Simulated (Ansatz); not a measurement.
TiSi2:

```
Ti Si
1.0
     1.76511   -6.75928    0.00000
     1.76511    6.75928    0.00000
     0.00000    0.00000    3.56517
Ti Si
2 4
Direct
  0.10312 0.89688 0.25000
  0.89688 0.10312 0.75000
  0.75031 0.24969 0.25000
  0.24969 0.75031 0.75000
  0.44175 0.55825 0.25000
  0.55825 0.44175 0.75000
```

The cell comes from a database or a generator and needn't be the stable form of this composition.

Base run:

* Program: Ansatz 0.2.0
* Functional: PBE
* Potentials or basis: Ansatz PAW
* Cutoff: 420 eV (not typed: the program's choice for these potentials)
* k mesh: 8 × 8 × 8
* Occupations: fermi-dirac, width 0.05 eV
* Spin: no spin polarisation

Its results: band gap on the k mesh none (metal or under the smearing width); pressure 1.9 GPa; largest force 0.192 eV/Å.

Problem. The run is repeated on the same cell with these changes: functional from PBE to r2SCAN; cutoff from 420 eV (not typed: the program's choice for these potentials) to 500 eV (not typed: the program's choice for these potentials). What comes out?

Solution. Band gap on the k mesh none (metal or under the smearing width); pressure -0.2 GPa; largest force 0.022 eV/Å.

Caveats: the PAW data sets come from PBE, with cores solved anew for the run's functional, which leaves a small shift of forces and pressure (some runs).
